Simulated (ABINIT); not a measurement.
Planning a run of ABINIT 10.8.3 on CdS (Hawleyite). The input:

```
acell 3*1.0 Angstrom
rprim 
  -0.000000000000 2.916500000000 2.916500000000
  2.916500000000 -0.000000000000 2.916500000000
  2.916500000000 2.916500000000 -0.000000000000
ntypat 2
znucl 48 16
natom 2
typat 1 2
xred 
  0.000000000000 0.000000000000 0.000000000000
  0.250000000000 0.250000000000 0.250000000000
pp_dirpath "pseudos"
pseudos "Cd.upf, S.upf"
ecut 47
ngkpt 4 4 4
nshiftk 1
shiftk 0 0 0
kptopt 1
chksymbreak 0
istwfk *1
occopt 1
irdwfk 1
optdriver 3
nband 251
ecuteps 9
inclvkb 2
awtr 1
symchi 1
gwcalctyp 10
mbpt_sciss 1.463 eV
nqptdm 1
qptdm 
  0 0 0
indata_prefix "in"
outdata_prefix "out"
tmpdata_prefix "tmp"
```

```sh
OMP_NUM_THREADS=1 mpirun -n 4 abinit run.abi > log
```

Question: How long will it take on 4 MPI ranks of Arm Neoverse V1, shared host, and how much memory?

It took 24 s; on shared hardware allow 12 s to 48 s. Peak host memory was 2.0 GiB.

[Paths, hosts, dates, memory and timing lines, banners, echoed tables and standing remarks are left out of the program output.]

[Logs are printed without paths, hosts, clocks, repeated set-up lines and the standing remarks that a program may print on its own settings, such as how far it seeks lower states.]

[Runs of the session that timed out or met a known fault of the program may be left out.]

[Hosts, paths, dates, database ids (printed as entryN), source tags and the programs' standing remarks are cut or masked in the printed files.]

[G0W0 gaps are taken among the corrected bands and points alone; a level outside them can change the order at an edge.]

[Where Ansatz stands beside ABINIT at settings called matched, ABINIT's density can come from a denser mesh and the files from another edition; pairs whose starting gaps differed by over 0.03 eV were left out, so agreement reads better than it is.]
